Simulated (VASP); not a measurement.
Computed with LDA (Ceperley-Alder, Perdew-Zunger), VASP's LDA PAW potentials (set 64) (plane waves; VASP).

Input for VASP

### POSCAR
```
ZrO2
10.2412560
  0.3477198675   0.0000000000   0.0000000000
  0.0000000000   0.3477198675   0.0000000000
  0.0000000000   0.0000000000   0.4999999850
Zr O
2 4
Cartesian
  0.3477198675   0.0000000000   0.4999999850
  0.1738599338   0.1738599338   0.2499999925
  0.0000000000   0.1738599338   0.1467027049
  0.0000000000   0.1738599338   0.3967026974
  0.1738599338   0.0000000000   0.1032972875
  0.1738599338   0.0000000000   0.3532972800
```

### KPOINTS
```
Automatic mesh
0
Gamma
8 8 6
0 0 0
```

INCAR:
```
SYSTEM = ZrO2
PREC = Accurate; ENCUT = 520; LREAL = .FALSE.
LASPH = .TRUE.; NBANDS = 84
EDIFF = 1E-7; NELM = 100; ALGO = Normal
LMAXMIX = 4
ISMEAR = 0; SIGMA = 0.01
LWAVE = .FALSE.; LCHARG = .FALSE.; NEDOS = 1001
LOPTICS = .TRUE.; CSHIFT = 0.1
```

POTCAR, in this order: Zr_sv O (LDA.64 set). Program: vasp_std.

The resulting files:

### OUTCAR
```
 ion  position               nearest neighbor table
   1  0.000  0.000  0.000-   4 2.07   5 2.07   4 2.07   5 2.07   3 2.33   3 2.33   6 2.33   6 2.33
                             2 3.59   2 3.59   2 3.59   2 3.59   2 3.59   2 3.59   2 3.59   2 3.59
   2  0.500  0.500  0.500-   3 2.07   6 2.07   6 2.07   3 2.07   5 2.33   5 2.33   4 2.33   4 2.33
                             1 3.59   1 3.59   1 3.59   1 3.59   1 3.59   1 3.59   1 3.59   1 3.59
   3  0.000  0.500  0.293-   2 2.07   2 2.07   1 2.33   1 2.33
   4  0.000  0.500  0.793-   1 2.07   1 2.07   2 2.33   2 2.33
   5  0.500  0.000  0.207-   1 2.07   1 2.07   2 2.33   2 2.33
   6  0.500  0.000  0.707-   2 2.07   2 2.07   1 2.33   1 2.33
  LATTYP: Found a simple tetragonal cell.
 ALAT       =     3.5610881796
 C/A-ratio  =     1.4379390759
 Subroutine PRICEL returns:
 Original cell was already a primitive cell.
 Subroutine GETGRP returns: Found 16 space group operations
The static configuration has the point symmetry D_2d.
 The point group associated with its full space group is D_4h.
The dynamic configuration has the point symmetry D_2d.
 Subroutine INISYM returns: Found 16 space group operations
 Subroutine IBZKPT returns following result:
 Found     60 irreducible k-points:

 Following reciprocal coordinates:
            Coordinates               Weight
  0.000000  0.000000  0.000000      1.000000
  0.125000  0.000000  0.000000      4.000000
  0.250000  0.000000  0.000000      4.000000
  0.375000  0.000000  0.000000      4.000000
  0.500000  0.000000  0.000000      2.000000
  0.125000  0.125000  0.000000      4.000000
  0.250000  0.125000  0.000000      8.000000
  0.375000  0.125000  0.000000      8.000000
  0.500000  0.125000  0.000000      4.000000
  0.250000  0.250000  0.000000      4.000000
  0.375000  0.250000  0.000000      8.000000
  0.500000  0.250000  0.000000      4.000000
  0.375000  0.375000  0.000000      4.000000
  0.500000  0.375000  0.000000      4.000000
  0.500000  0.500000  0.000000      1.000000
  0.000000  0.000000  0.166667      2.000000
...
```

**OSZICAR**
```
       N       E                     dE             d eps       ncg     rms          rms(c)
DAV:   1     0.425996752786E+03    0.42600E+03   -0.21437E+04 10080   0.590E+02
DAV:   2    -0.497544203479E+02   -0.47575E+03   -0.44003E+03 11456   0.220E+02
DAV:   3    -0.741109457799E+02   -0.24357E+02   -0.23660E+02 14232   0.451E+01
DAV:   4    -0.747177886933E+02   -0.60684E+00   -0.60539E+00 11728   0.563E+00
DAV:   5    -0.747302028421E+02   -0.12414E-01   -0.12413E-01 11716   0.753E-01    0.398E+01
DAV:   6    -0.631714079190E+02    0.11559E+02   -0.45356E+00 12248   0.177E+01    0.145E+01
DAV:   7    -0.629513237446E+02    0.22008E+00   -0.13957E+00 11488   0.378E+00    0.111E+01
DAV:   8    -0.628864177520E+02    0.64906E-01   -0.46087E-01 11584   0.272E+00    0.667E+00
DAV:   9    -0.628196235694E+02    0.66794E-01   -0.69861E-02 11088   0.113E+00    0.327E-01
DAV:  10    -0.628187596393E+02    0.86393E-03   -0.41649E-03 11780   0.276E-01    0.237E-01
DAV:  11    -0.628187963169E+02   -0.36678E-04   -0.55512E-04 11136   0.619E-02    0.313E-02
DAV:  12    -0.628187933248E+02    0.29921E-05   -0.18274E-05 13328   0.177E-02    0.143E-02
DAV:  13    -0.628187920203E+02    0.13045E-05   -0.41977E-06 11148   0.100E-02    0.350E-03
DAV:  14    -0.628187920145E+02    0.58408E-08   -0.24602E-07 10800   0.204E-03
   1 F= -.62818792E+02 E0= -.62818792E+02  d E =-.185505E-13
 imaginary and real dielectric function
```

File OUTCAR:
```
------------------------ aborting loop because EDIFF is reached ----------------------------------------
  FORCE on cell =-STRESS in cart. coord.  units (eV):
  Direction    XX          YY          ZZ          XY          YZ          ZX
  --------------------------------------------------------------------------------------
  Total        0.0421477      0.0421477     -0.0769099      0.0000000      0.0000000      0.0000000
  in kB        1.0399089      1.0399089     -1.8975987      0.0000000      0.0000000      0.0000000
  external PRESSURE =       0.0607397 kB  Pullay stress =       0.0000000 kB
  volume of cell :       64.94
      direct lattice vectors                 reciprocal lattice vectors
     3.561088180  0.000000000  0.000000000     0.280813041  0.000000000  0.000000000
     0.000000000  3.561088180  0.000000000     0.000000000  0.280813041  0.000000000
     0.000000000  0.000000000  5.120627846     0.000000000  0.000000000  0.195288553
 POSITION                                       TOTAL-FORCE (eV/Angst)
 -----------------------------------------------------------------------------------
      0.00000      0.00000      0.00000         0.000000     -0.000000      0.000000
      1.78054      1.78054      2.56031        -0.000000      0.000000      0.000000
      0.00000      1.78054      1.50242         0.000000     -0.000000     -0.019341
      0.00000      1.78054      4.06273         0.000000      0.000000     -0.019341
      1.78054      0.00000      1.05789        -0.000000      0.000000      0.019341
      1.78054      0.00000      3.61821         0.000000      0.000000      0.019341
 -----------------------------------------------------------------------------------
    total drift:                                0.000000      0.000000      0.000000
  FREE ENERGIE OF THE ION-ELECTRON SYSTEM (eV)
  ---------------------------------------------------
  free  energy   TOTEN  =       -62.8187920145 eV

  energy  without entropy=      -62.8187920145  energy(sigma->0) =      -62.81879201

 plasma frequency squared (from intraband transitions) (eV^2)
  --------------------------------------------------------------------------------------
       0.000       0.000       0.000
       0.000       0.000       0.000
       0.000       0.000       0.000

 plasma frequency squared (from interband transitions, int dw w eps(2)(w)) (eV^2)
  --------------------------------------------------------------------------------------
     785.714       0.000       0.000       0.000       0.000       0.000
       0.000      -0.000     785.714       0.000      -0.000       0.000
       0.000      -0.000      -0.000      -0.000     784.819       0.000
```
(Selected blocks of OUTCAR.)

The structure comes from a computed database's ZrO2 entry (P4_2/nmc); how it stands against other phases isn't given here. It was relaxed first.
